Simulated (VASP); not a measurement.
A run of VASP 6.6.1 is set up as follows.

File INCAR:

```
PREC     = Accurate       # precision mode
ENCUT    = 520            # plane-wave cutoff, eV
EDIFF    = 1E-6           # SCF threshold, eV
ISMEAR   = -1             # smearing method
SIGMA    = 0.05           # smearing width, eV
LREAL    = F              # projectors in reciprocal space
LASPH    = T              # aspherical terms in the spheres
NELM     = 100            # most SCF steps
ALGO     = Fast           # electronic algorithm
ISIF     = 2              # what is computed and relaxed
LWAVE    = F              # write WAVECAR
LCHARG   = F              # write CHGCAR
LMAXMIX  = 4              # l up to which the mixer works
GGA      = B5             # functional
ALDAX    = 1.0          
AGGAX    = 1.0          
AGGAC    = 1.0          
ALDAC    = 0.0
```

KPOINTS

```
regular mesh
0
Gamma
  10 10 10
```

Contents of POSCAR:

```
Au
1.0
    2.7484100000      0.0000000000      0.0000000000
    0.0000000000      2.7484100000      0.0000000000
    0.0000000000      0.0000000000      2.7484100000
Au
1
Direct
    0.5000000000      0.5000000000      0.5000000000
```

File KPOINTS_OPT:

```
path GXMGRX,MR
15
line-mode
reciprocal
 0.0000000000  0.0000000000  0.0000000000  G
 0.0000000000  0.5000000000  0.0000000000  X

 0.0000000000  0.5000000000  0.0000000000  X
 0.5000000000  0.5000000000  0.0000000000  M

 0.5000000000  0.5000000000  0.0000000000  M
 0.0000000000  0.0000000000  0.0000000000  G

 0.0000000000  0.0000000000  0.0000000000  G
 0.5000000000  0.5000000000  0.5000000000  R

 0.5000000000  0.5000000000  0.5000000000  R
 0.0000000000  0.5000000000  0.0000000000  X

 0.5000000000  0.5000000000  0.0000000000  M
 0.5000000000  0.5000000000  0.5000000000  R
```

Potentials or basis: VASP PAW PBE potentials, release 64 (Au).

The run is started by

```console
$ cat potpaw_PBE.64/Au/POTCAR > POTCAR
$ mpirun -np 1 vasp_std > vasp.out
```

Estimate the band gap along the path.

none (metal or under the smearing width).

What does it give for the pressure?

8.1 GPa.

Levels at the corners of the path, in eV from the Fermi level:
| point | band 3 | band 4 | band 5 | band 6 | band 7 | band 8 |
| --- | --- | --- | --- | --- | --- | --- |
| Γ | -5.66 | -1.49 | -1.49 | -1.49 | 13.80 | 13.80 |
| X | -2.92 | -2.92 | -1.36 | -0.26 | 2.00 | 16.49 |
| X | -2.92 | -2.92 | -1.36 | -0.26 | 2.00 | 16.49 |
| M | -2.67 | -2.67 | -0.34 | 3.90 | 3.90 | 6.28 |
| M | -2.67 | -2.67 | -0.34 | 3.90 | 3.90 | 6.28 |
| Γ | -5.66 | -1.49 | -1.49 | -1.49 | 13.80 | 13.80 |
| Γ | -5.66 | -1.49 | -1.49 | -1.49 | 13.80 | 13.80 |
| R | -4.93 | -0.25 | -0.25 | 8.37 | 8.37 | 8.37 |
| R | -4.93 | -0.25 | -0.25 | 8.37 | 8.37 | 8.37 |
| X | -2.92 | -2.92 | -1.36 | -0.26 | 2.00 | 16.49 |
| M | -2.67 | -2.67 | -0.34 | 3.90 | 3.90 | 6.28 |
| R | -4.93 | -0.25 | -0.25 | 8.37 | 8.37 | 8.37 |

Caveat: the PAW data sets were made with another functional, which shifts forces and pressure a little; spin-orbit coupling is left out, which moves the levels of the heavy elements.
